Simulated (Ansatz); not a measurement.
# ZnS (Wurtzite-4H) (P6_3mc) in Ansatz: further runs

Runs on ZnS (Wurtzite-4H). Level: PBE+D4. Tasks: single point, equation of state.

Everything below comes from runs of Ansatz 0.2.0. Logs are shortened: lines on timing, memory, paths and dates and some standing lists are left out, and cuts for length are marked.

**1. The structure**

It takes space group P6_3mc (No. 186, hexagonal). Conventional cell: a = 3.823 Å, b = 3.823 Å, c = 12.520 Å, α = 90.00°, β = 90.00°, γ = 120.00°. Around Zn (site symmetry 3m) lie 4 S at 2.34 to 2.35 Å. Zn (site symmetry 3m) has 4 S at 2.34 to 2.35 Å as nearest neighbours. S (site symmetry 3m) has 4 Zn at 2.34 to 2.35 Å as nearest neighbours. S (site symmetry 3m) has 4 Zn at 2.34 to 2.35 Å as nearest neighbours.

**2. Single point, PBE+D4, 18.62 Å³/atom (volume scaled by 0.94)**

File input.yaml:

```yaml
crystal:
  lattice:
    - [3.7446638178, 0.0, 0.0]
    - [-1.8723319089, 3.2429739948, 0.0]
    - [0.0, 0.0, 12.2644180811]
  atoms:
    - { symbol: Zn, position: [0.6666666667, 0.3333333333, 0.75] }
    - { symbol: Zn, position: [0.3333333333, 0.6666666667, 0.25] }
    - { symbol: Zn, position: [0.0, 0.0, 0.5] }
    - { symbol: Zn, position: [0.0, 0.0, 0.0] }
    - { symbol: S, position: [0.6666666667, 0.3333333333, 0.9375] }
    - { symbol: S, position: [0.3333333333, 0.6666666667, 0.4375] }
    - { symbol: S, position: [0.0, 0.0, 0.6875] }
    - { symbol: S, position: [0.0, 0.0, 0.1875] }
hamiltonian:
  xc: pbe
  pseudopotentials: { kind: paw }
  dispersion: d4
kpoints:
  mp_grid: { grid: [8, 8, 3] }
scf:
  occupations: { method: fermi_dirac, width: 0.05 }
output:
  forces: true
  stress: true
  eigenvalues: true
  write_density: true
  write_potential: true
  elf: true
  volumetric_format: npy
```

Potentials or basis: Ansatz PAW.

Command:

```console
ansatz run input.yaml --threads 2 --pin off --max-ram 5120MiB --backend cpu --events-out ev --progress --plain --runs-dir out
```

Log:

```text
Warning: RAYON_NUM_THREADS=2 ignored (pool sized by the plan → 2); use --threads N
Engine: ansatz 0.2.0, x86_64-unknown-linux-gnu
Pseudopotentials: kind: paw
Pseudopotential: Zn, paw, valence charge 12, recommended cutoff 420 eV (normal), Zn.paw.azcp
Pseudopotential: S, paw, valence charge 6, recommended cutoff 420 eV (normal), S.paw.azcp
Functional definition: PBE
  parameter kappa = 0.804
  parameter beta = 0.06672455060314922
  exchange = pbe_x(kappa = kappa, mu = beta*pi^2/3)
  correlation = pbe_c(beta = beta)
Crystal: 8 atoms, lattice volume = 148.937 Å³
Basis set: ecut = 420 eV, 2921 PW (Γ), exchange–correlation on 54×54×180 points (8 copies of the dense FFT grid, shifted against one another)
Bands: 44, of which v1, the nominal top of the filled ones, is band 36 counted from 1 (35 counted from 0)
Symmetry: 12 space group operations
Space group: P63mc (ITA 186), of the structure as read, at distance tolerance 5.3e-5 Å
k-points: 20 of 192 (time reversal used)
Non-local potential: Zn, projectors of the file, l = 0: 2, l = 1: 2, l = 2: 3, l = 3: 1
Non-local potential: S, projectors of the file, l = 0: 2, l = 1: 2, l = 2: 2
PAW form: soft (Blöchl's): semilocal exchange-correlation on the pseudo side does not see the compensation charge
PAW one-centre angular grid: Zn, 590 points (default); XC on 64 Gauss nodes
PAW one-centre angular grid: S, 110 points (default); XC on 64 Gauss nodes
Initial density: superposition of atomic densities (neutral atoms: chi_scale 0, normalization atom), corrected by the library's trained network
Initial wavefunctions: pseudopotential atomic-orbital guess
Functional: x = pbe(κ = 0.804, μ = 0.2195149727645171), c = pbe(β = 0.06672455060314922)
SCF iter   1: F=—  HF=-16893.288983 eV  |F-HF|=—  |Δ(HF+E_count)|=         —  Δρ=5.73e-4  dr2=5.91e-4  ethr=1.77e-3  ⟨swp⟩=9.9  Hψ=4319  notcnv=0
preconditioner: auto → Resta (q_TF=auto, 2.417 Å⁻¹)  ε∞=6.6  [insulator: Δε(μ)=2.398 eV  Ē_g=10.903 eV  σ=0.050 eV  W_gap=1.00  n_scr=38 (ndim 8)  ℏωp=25.8 eV  f_vac=0.024  D(μ)=0.00/eV (n_scr^D=0)  ε∞_Penn≈6.6]
SCF iter   2: F=—  HF=-16893.288260 eV  |F-HF|=—  |Δ(HF+E_count)|=   7.24e-4  Δρ=4.89e-4  dr2=3.31e-4  ethr=8.21e-7  ⟨swp⟩=2.6  Hψ=1829  notcnv=0  defer=1
SCF iter   3: F=—  HF=-16893.288441 eV  |F-HF|=—  |Δ(HF+E_count)|=   1.81e-4  Δρ=3.03e-4  dr2=7.76e-5  ethr=4.59e-7  ⟨swp⟩=2.0  Hψ=1522  notcnv=0  defer=1
SCF iter   4: F=—  HF=-16893.288389 eV  |F-HF|=—  |Δ(HF+E_count)|=   5.16e-5  Δρ=9.80e-5  dr2=1.65e-5  ethr=1.08e-7  ⟨swp⟩=2.0  Hψ=1471  notcnv=0  defer=1
SCF iter   5: F=—  HF=-16893.288299 eV  |F-HF|=—  |Δ(HF+E_count)|=   8.98e-5  Δρ=3.46e-5  dr2=3.37e-6  ethr=2.29e-8  ⟨swp⟩=2.1  Hψ=1149  notcnv=0  defer=1
SCF iter   6: F=—  HF=-16893.288299 eV  |F-HF|=—  |Δ(HF+E_count)|=   1.25e-7  Δρ=8.58e-6  dr2=2.21e-7  ethr=4.69e-9  ⟨swp⟩=2.9  Hψ=1544  notcnv=0  defer=1
SCF iter   7: F=-16893.288299 eV  HF=-16893.288299 eV  |F-HF|=7.14e-9  |Δ(HF+E_count)|=   5.42e-8  Δρ=2.22e-6  dr2=8.78e-9  ethr=1.39e-10  ⟨swp⟩=12.2  Hψ=5895  notcnv=0
SCF 1 converged in 7 iterations: F = -16893.288299 eV  dr2 = 8.78e-9
SCF converged after 7 iterations
Free energy (F): -16893.288299 eV
Harris-Foulkes:  -16893.288299 eV  (|F-HF|=7.14e-9)
Internal energy: -16893.288299 eV  (E = F + TS)
E sigma→0 (E₀):  -16893.288299 eV
Fermi energy:    7.811281 eV
--- Per-component energies (eV) ---
  E_band       = 61.369494
  E_kinetic    = 959.935770
  E_local      = -8017.418524  (includes V_loc(G=0)·N_el)
  E_nonlocal   = 2568.963846
  E_hartree    = 3358.516454
  E_xc         = -941.270501
  E_vxc        = -563.118248  (∫ρ·V_xc dr)
  E_paw        = -9711.255163  (= ΣΔE_a)
  E_vpaw       = -1604.028277  (= ΣTr[D̂ρ^β])
  E_aug_tail   = -0.001462  (compensation charges beyond the density's cutoff)
  E_ewald      = -5108.156611
  E_disp       = -2.602108  (pairwise vdW)
  E_smearing   = -0.000000  (= −TS)
  E_closure    = 0.000000  (closes the sum)
  Σ components = -16893.288299   (vs F -16893.288299, Δ=0.00e0)
--- Forces (eV/Å), atoms counted from 1 ---
  atom   1  Zn     0.00000000     0.00000000     0.01384519
  atom   2  Zn     0.00000000    -0.00000000     0.01384519
  atom   3  Zn     0.00000000     0.00000000     0.04271613
  atom   4  Zn    -0.00000000    -0.00000000     0.04271613
  atom   5  S      0.00000000     0.00000000     0.00635177
  atom   6  S      0.00000000    -0.00000000     0.00635177
  atom   7  S      0.00000000    -0.00000000    -0.06290867
  atom   8  S      0.00000000     0.00000000    -0.06290867
  max |Σ_I F_I| component: 8.86e-6 eV/Å
--- Stress (GPa, compression-positive) ---
        3.726237       0.000000       0.000000
        0.000000       3.726237       0.000000
       -0.000000       0.000000       3.609690
  P = ⅓ Tr σ = 3.6874 GPa (36.874 kbar)
--- Band table (eV; the first three rows and the last of 20) ---
  k-point 0: bands = ["-7.0048", "-6.5418", "-6.5294", "-5.9660", "-0.0084", "-0.0041", "-0.0041", "0.0013", "0.0172", "0.0387", "0.0387", "0.0658", "0.0658", "0.1055", "0.1055", "0.5372", "0.5372", "0.5456", "0.5456", "0.5805", "0.5805", "0.5992", "0.5992", "0.7432", "0.9103", "3.5841", "3.6038", "5.6132", "5.6132", "6.0527", "6.0527", "6.0715", "6.0715", "6.5302", "6.5749", "6.5749", "8.9789", "9.8710", "10.1199", "10.3827", "12.8445", "12.8445", "12.9634", "13.1612"]
  k-point 1: bands = ["-6.9464", "-6.7802", "-6.2665", "-6.0501", "-0.0175", "-0.0131", "0.0032", "0.0032", "0.0222", "0.0222", "0.0814", "0.0814", "0.0988", "0.0988", "0.1152", "0.3620", "0.5394", "0.5394", "0.5436", "0.5436", "0.5852", "0.5852", "0.5945", "0.5945", "1.5386", "2.4766", "4.7982", "5.6706", "5.6706", "5.8314", "5.8314", "5.9344", "6.3083", "6.3083", "6.5011", "6.5011", "9.4622", "9.9289", "10.0106", "10.1882", "12.8600", "12.8954", "12.9313", "12.9313"]
  k-point 2: bands = ["-6.8894", "-6.4456", "-6.4332", "-5.9012", "-0.0254", "-0.0165", "0.0040", "0.0158", "0.0193", "0.0676", "0.0776", "0.0928", "0.0948", "0.1166", "0.1404", "0.5104", "0.5189", "0.5270", "0.5528", "0.5556", "0.5788", "0.5820", "0.6062", "0.8242", "1.0636", "3.5496", "3.5688", "4.8124", "5.3462", "5.3595", "5.4055", "5.7168", "5.8447", "5.8568", "6.3833", "6.4323", "9.7569", "10.5777", "10.7816", "11.0813", "12.3725", "12.4914", "12.7159", "13.1347"]
  k-point 19: bands = ["-5.7847", "-5.7525", "-5.6741", "-5.6486", "0.0500", "0.0618", "0.1482", "0.1762", "0.1952", "0.2129", "0.2684", "0.3013", "0.3983", "0.4116", "0.4526", "0.4799", "0.5331", "0.5406", "0.5663", "0.5863", "0.7832", "0.8147", "0.8802", "0.9076", "1.5358", "1.5865", "1.8234", "1.8947", "3.0348", "3.1572", "3.7238", "3.9165", "4.2143", "4.6101", "4.9577", "4.9652", "10.9454", "10.9958", "11.5268", "12.0334", "12.5663", "12.6698", "12.9233", "13.3292"]
```

rho_z.tsv:

```text
# z_ang	rho[e/angstrom^3]
# format = ansatz-planar-average/11
# lattice	3.744663818	0.000000000	0.000000000
# lattice	-1.872331909	3.242973995	0.000000000
# lattice	0.000000000	0.000000000	12.264418081
# sites	8
# site	30	1.872331909	1.080991332	9.198313561
# site	30	-0.000000000	2.161982663	3.066104520
# site	30	0.000000000	0.000000000	6.132209041
# site	30	0.000000000	0.000000000	0.000000000
# site	16	1.872331909	1.080991332	11.497891951
# site	16	-0.000000000	2.161982663	5.365682910
# site	16	0.000000000	0.000000000	8.431787431
# site	16	0.000000000	0.000000000	2.299578390
0.000000	1.479168e0
0.136271	1.230982e0
0.272543	7.877652e-1
0.408814	4.395514e-1
0.545085	2.538070e-1
0.681357	1.663178e-1
[... 82 lines left out ...]
11.991875	9.762798e-1
12.128147	1.332396e0
```

v_z.tsv:

```text
# z_ang	v_es[eV]	v_tot[eV]
# format = ansatz-planar-average/11
# xc	pbe
# density_cutoff_ev	1680
# datasets	Zn=:simpson_from_first_knot:soft	S=:simpson_from_first_knot:soft
# lattice	3.744663818	0.000000000	0.000000000
# lattice	-1.872331909	3.242973995	0.000000000
# lattice	0.000000000	0.000000000	12.264418081
# sites	8
# site	30	1.872331909	1.080991332	9.198313561
# site	30	-0.000000000	2.161982663	3.066104520
# site	30	0.000000000	0.000000000	6.132209041
# site	30	0.000000000	0.000000000	0.000000000
# site	16	1.872331909	1.080991332	11.497891951
# site	16	-0.000000000	2.161982663	5.365682910
# site	16	0.000000000	0.000000000	8.431787431
# site	16	0.000000000	0.000000000	2.299578390
0.000000	-5.726059e-1	-1.284591e1
0.136271	7.285350e-1	-1.090377e1
0.272543	2.056563e0	-8.716237e0
0.408814	3.525823e0	-6.210486e0
0.545085	5.105071e0	-3.529216e0
0.681357	6.726596e0	-9.159557e-1
[... 82 lines left out ...]
11.991875	-2.693061e0	-1.543133e1
12.128147	-1.830309e0	-1.446554e1
```

It took 27 s on 2 threads of Intel Xeon at 2.50GHz (Skylake/Cascade Lake), shared host; peak memory 0.45 GiB.

Results:

```
Free energy            : -16893.2883 eV
Pressure               : 3.7 GPa
Largest force          : 0.063 eV/Å
Band gap on the k mesh : 2.40 eV, direct
```

Caveat: odd divisions of the mesh miss points on the zone boundary, where band edges often lie, so the gap on the mesh can be too wide.

**3. Single point, PBE+D4, 19.01 Å³/atom (volume scaled by 0.96)**

Edit input.yaml of step 2 so:

```diff
@@ -2,5 +2,5 @@
   lattice:
-    - [3.7446638178, 0.0, 0.0]
-    - [-1.8723319089, 3.2429739948, 0.0]
-    - [0.0, 0.0, 12.2644180811]
+    - [3.7710355586, 0.0, 0.0]
+    - [-1.8855177793, 3.2658125923, 0.0]
+    - [0.0, 0.0, 12.3507900682]
   atoms:
```

Potentials or basis: Ansatz PAW.

Command:

```console
ansatz run input.yaml --threads 2 --pin off --max-ram 5120MiB --backend cpu --events-out ev --progress --plain --runs-dir out
```

It took 28 s on 2 threads of Intel Xeon at 2.50GHz (Skylake/Cascade Lake), shared host; peak memory 0.45 GiB.

Results (log left out):

```yaml
Free_energy: -16893.3425 eV
Pressure: 1.8 GPa
Largest_force: 0.057 eV/Å
Band_gap_on_the_k_mesh: 2.31 eV, direct
```

Caveat: odd divisions of the mesh miss points on the zone boundary, where band edges often lie, so the gap on the mesh can be too wide.

**4. Single point, PBE+D4, 19.41 Å³/atom (volume scaled by 0.98)**

Edit input.yaml of step 3 so:

```diff
@@ -2,5 +2,5 @@
   lattice:
-    - [3.7710355586, 0.0, 0.0]
-    - [-1.8855177793, 3.2658125923, 0.0]
-    - [0.0, 0.0, 12.3507900682]
+    - [3.7970435223, 0.0, 0.0]
+    - [-1.8985217611, 3.2883361495, 0.0]
+    - [0.0, 0.0, 12.4359706225]
   atoms:
@@ -26,5 +26 @@
   eigenvalues: true
-  write_density: true
-  write_potential: true
-  elf: true
-  volumetric_format: npy
```

Command:

```console
ansatz run input.yaml --threads 2 --pin off --max-ram 5120MiB --backend cpu --events-out ev --progress --plain --runs-dir out
```

It took 25 s on 2 threads of Intel Xeon at 2.50GHz (Skylake/Cascade Lake), shared host; peak memory 0.45 GiB.

Results (log left out):

```
Free energy            : -16893.3618 eV
Pressure               : 0.2 GPa
Largest force          : 0.051 eV/Å
Band gap on the k mesh : 2.22 eV, direct
```

Caveat: odd divisions of the mesh miss points on the zone boundary, where band edges often lie, so the gap on the mesh can be too wide.

**5. Single point, PBE+D4, 19.81 Å³/atom**

Edit input.yaml of step 4 so:

```diff
@@ -2,5 +2,5 @@
   lattice:
-    - [3.7970435223, 0.0, 0.0]
-    - [-1.8985217611, 3.2883361495, 0.0]
-    - [0.0, 0.0, 12.4359706225]
+    - [3.8227, 0.0, 0.0]
+    - [-1.91135, 3.310555311, 0.0]
+    - [0.0, 0.0, 12.52]
   atoms:
```

Command:

```console
ansatz run input.yaml --threads 2 --pin off --max-ram 5120MiB --backend cpu --events-out ev --progress --plain --runs-dir out
```

Wall time 22 s (2 threads of Intel Xeon at 2.50GHz (Skylake/Cascade Lake), shared host); peak memory 0.45 GiB.

Results (log left out):

```
Free energy            : -16893.3500 eV
Pressure               : -1.3 GPa
Largest force          : 0.046 eV/Å
Band gap on the k mesh : 2.13 eV, direct
```

Caveat: odd divisions of the mesh miss points on the zone boundary, where band edges often lie, so the gap on the mesh can be too wide.

**6. Single point, PBE+D4, 20.20 Å³/atom (volume scaled by 1.02)**

Edit input.yaml of step 5 so:

```diff
@@ -2,5 +2,5 @@
   lattice:
-    - [3.8227, 0.0, 0.0]
-    - [-1.91135, 3.310555311, 0.0]
-    - [0.0, 0.0, 12.52]
+    - [3.8480166318, 0.0, 0.0]
+    - [-1.9240083159, 3.3324801573, 0.0]
+    - [0.0, 0.0, 12.6029163237]
   atoms:
@@ -26 +26,5 @@
   eigenvalues: true
+  write_density: true
+  write_potential: true
+  elf: true
+  volumetric_format: npy
```

Potentials or basis: Ansatz PAW.

Command:

```console
ansatz run input.yaml --threads 2 --pin off --max-ram 5120MiB --backend cpu --events-out ev --progress --plain --runs-dir out
```

Run time: 24 s. Hardware: 2 threads of Intel Xeon at 2.50GHz (Skylake/Cascade Lake), shared host; peak memory 0.47 GiB.

The run converged. Its results:

```
Free energy            : -16893.3103 eV
Pressure               : -2.7 GPa
Largest force          : 0.042 eV/Å
Band gap on the k mesh : 2.04 eV, direct
```

Caveat: odd divisions of the mesh miss points on the zone boundary, where band edges often lie, so the gap on the mesh can be too wide.

**7. Single point, PBE+D4, 20.60 Å³/atom (volume scaled by 1.04)**

Edit input.yaml of step 6 so:

```diff
@@ -2,5 +2,5 @@
   lattice:
-    - [3.8480166318, 0.0, 0.0]
-    - [-1.9240083159, 3.3324801573, 0.0]
-    - [0.0, 0.0, 12.6029163237]
+    - [3.873004453, 0.0, 0.0]
+    - [-1.9365022265, 3.3541202452, 0.0]
+    - [0.0, 0.0, 12.6847557358]
   atoms:
@@ -26,5 +26 @@
   eigenvalues: true
-  write_density: true
-  write_potential: true
-  elf: true
-  volumetric_format: npy
```

Command:

```console
ansatz run input.yaml --threads 2 --pin off --max-ram 5120MiB --backend cpu --events-out ev --progress --plain --runs-dir out
```

It took 23 s on 2 threads of Intel Xeon at 2.50GHz (Skylake/Cascade Lake), shared host; peak memory 0.45 GiB.

The run converged. Its results:

```
Free energy            : -16893.2456 eV
Pressure               : -3.9 GPa
Largest force          : 0.037 eV/Å
Band gap on the k mesh : 1.96 eV, direct
```

Caveat: odd divisions of the mesh miss points on the zone boundary, where band edges often lie, so the gap on the mesh can be too wide.

**8. Single point, PBE+D4, 20.99 Å³/atom (volume scaled by 1.06)**

Edit input.yaml of step 7 so:

```diff
@@ -2,5 +2,5 @@
   lattice:
-    - [3.873004453, 0.0, 0.0]
-    - [-1.9365022265, 3.3541202452, 0.0]
-    - [0.0, 0.0, 12.6847557358]
+    - [3.8976739363, 0.0, 0.0]
+    - [-1.9488369681, 3.3754846444, 0.0]
+    - [0.0, 0.0, 12.7655525367]
   atoms:
```

Command:

```console
ansatz run input.yaml --threads 2 --pin off --max-ram 5120MiB --backend cpu --events-out ev --progress --plain --runs-dir out
```

Run time: 20 s. Hardware: 2 threads of Intel Xeon at 2.50GHz (Skylake/Cascade Lake), shared host; peak memory 0.46 GiB.

Results (log left out):

* Free energy: -16893.1586 eV
* Pressure: -4.9 GPa
* Largest force: 0.033 eV/Å
* Band gap on the k mesh: 1.87 eV, direct

Caveat: odd divisions of the mesh miss points on the zone boundary, where band edges often lie, so the gap on the mesh can be too wide.

**9. Equation of state, PBE+D4**

Potentials or basis: Ansatz PAW.

No new run: the results of the series are fitted here.

Results:

```
Equilibrium volume                        : 19.45 Å³/atom
Bulk modulus at fixed shape and positions : 76 GPa
Pressure derivative of the bulk modulus   : 4.5
```

Energy against volume, from the lowest point:
```
volume (Å³/atom)  energy (meV/atom)
          18.617               9.19
          19.013               2.42
          19.409               0.00
          19.805               1.48
          20.202               6.44
          20.598              14.53
          20.994              25.40
```

Caveat: the cell was scaled at fixed shape and fractional positions, which overstates the stiffness of a crystal with free parameters, most of all of layers and chains.
